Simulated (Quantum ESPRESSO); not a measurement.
A calculation with Quantum ESPRESSO 7.5 of FeO (native input, structure typed inline):

The input pw.in:

```
&CONTROL
  calculation = 'scf'
  prefix = 'pwscf'
  outdir = './tmp'
  pseudo_dir = './pseudo'
  tprnfor = .true.
  tstress = .true.
  disk_io = 'low'
/
&SYSTEM
  ibrav = 0
  celldm(1) = 8
  nat = 2
  ntyp = 2
  ecutwfc = 56
  ecutrho = 448
  nbnd = 21
  occupations = 'smearing'
  smearing = 'fd'
  degauss = 0.00367493
  nspin = 2
  starting_magnetization(1) = 0.1875
  starting_magnetization(2) = 0
/
&ELECTRONS
  conv_thr = 4d-10
  electron_maxstep = 120
  mixing_beta = 0.3
/
ATOMIC_SPECIES
Fe    55.8450 fe_pbesol_v1.5.uspp.F.UPF
O     15.9990 o_pbesol_v1.2.uspp.F.UPF
CELL_PARAMETERS alat
 -0.3784420842373   0.3784420842373   0.4921300953335
  0.3784420842373  -0.3784420842373   0.4921300953335
  0.3784420842373   0.3784420842373  -0.4921300953335
ATOMIC_POSITIONS crystal
Fe     0.0000000000    0.0000000000    0.0000000000
O      0.5000000000    0.5000000000    0.0000000000
K_POINTS automatic
12 12 12 0 0 0
```

The input pp_density.in:

```
&INPUTPP
  prefix = 'pwscf'
  outdir = './tmp'
  filplot = 'density.dat'
  plot_num = 0
/
&PLOT
  nfile = 1
  filepp(1) = 'density.dat'
  iflag = 3
  output_format = 6
  fileout = 'density.cube'
/
```

pp_potential.in

```
&INPUTPP
  prefix = 'pwscf'
  outdir = './tmp'
  filplot = 'potential.dat'
  plot_num = 11
/
&PLOT
  nfile = 1
  filepp(1) = 'potential.dat'
  iflag = 3
  output_format = 6
  fileout = 'potential.cube'
/
```

File pp_spin.in:

```
&INPUTPP
  prefix = 'pwscf'
  outdir = './tmp'
  filplot = 'spin.dat'
  plot_num = 6
/
&PLOT
  nfile = 1
  filepp(1) = 'spin.dat'
  iflag = 3
  output_format = 6
  fileout = 'spin.cube'
/
```

Potentials or basis: GBRV 1.5 PBEsol.

Run with:

```sh
$ OMP_NUM_THREADS=1 mpirun -n 2 pw.x -nk 2 -in pw.in > pw.out
$ OMP_NUM_THREADS=1 mpirun -n 1 pp.x -in pp_density.in > pp_density.out
$ OMP_NUM_THREADS=1 mpirun -n 1 pp.x -in pp_potential.in > pp_potential.out
$ OMP_NUM_THREADS=1 mpirun -n 1 pp.x -in pp_spin.in > pp_spin.out
```

The cell comes from a database or a generator and needn't be the stable form of this composition.

Question: Write the same calculation in another form: ASE script, Cartesian positions.

Answer: As run:

The input run.py:

```python
import numpy as np
from ase.calculators.espresso import Espresso, EspressoProfile
from ase.io import read

atoms = read('FeO.xyz')
atoms.set_initial_magnetic_moments([3.0, 0.0])

input_data = {
    'control': {'calculation': 'scf', 'prefix': 'pwscf', 'outdir': './tmp', 'tprnfor': True, 'tstress': True, 'disk_io': 'nowf'},
    'system': {'ecutwfc': 56.0, 'ecutrho': 448.0, 'nbnd': 21, 'occupations': 'smearing', 'smearing': 'fd', 'degauss': 0.00367493, 'nspin': 2},
    'electrons': {'conv_thr': 4e-10, 'electron_maxstep': 120, 'mixing_beta': 0.3},
}
pseudopotentials = {'Fe': 'fe_pbesol_v1.5.uspp.F.UPF', 'O': 'o_pbesol_v1.2.uspp.F.UPF'}
profile = EspressoProfile(command='mpirun -n 2 pw.x -nk 2', pseudo_dir='pseudo')
dft = Espresso(profile=profile, input_data=input_data, pseudopotentials=pseudopotentials, kpts=(12, 12, 12), koffset=(0, 0, 0))
atoms.calc = dft

print(f'energy {atoms.get_potential_energy():.8f} eV')
print('forces (eV/A)')
print(np.round(atoms.get_forces(), 6))
print('stress (eV/A^3, Voigt)')
print(np.round(atoms.get_stress(), 8))
print(f'Fermi level {dft.get_fermi_level():.4f} eV')
```

FeO.xyz

```xyz
2
Lattice="-1.6021034130 1.6021034130 2.0833922500 1.6021034130 -1.6021034130 2.0833922500 1.6021034130 1.6021034130 -2.0833922500" Properties=species:S:1:pos:R:3 pbc="T T T"
Fe     0.0000000000      0.0000000000      0.0000000000
O      0.0000000000      0.0000000000      2.0833922500
```

Potentials or basis: GBRV 1.5 PBEsol.

Launch:

```sh
$ OMP_NUM_THREADS=1 python run.py
```

Both were run:

|  | native input, structure typed inline | ASE script, Cartesian positions |
| --- | --- | --- |
| Pressure | -16.1 GPa | -16.1 GPa |
| Band gap on the k mesh | none (metal or under the smearing width) | none (metal or under the smearing width) |
| Net moment | 4.00 μB per cell | 4.00 μB per cell |
| Absolute moment | 4.02 μB per cell | 4.02 μB per cell |
| Site moments | Fe +3.41; O +0.31 μB | Fe +3.41; O +0.31 μB |
| Valence electrons inside the program's atomic spheres | Fe 13.36; O 5.61 | Fe 13.36; O 5.61 |

Keys that steer only the numerical path or the files written may differ.

Caveat: so large a pressure means that the cell lies far from this level's equilibrium, or that cutoff or potentials fall short; a cell with one magnetic atom can't hold antiferromagnetic order, which such compounds often take; semilocal functionals often make such compounds metallic where correlation or magnetic order opens a gap, which also shifts bond lengths.
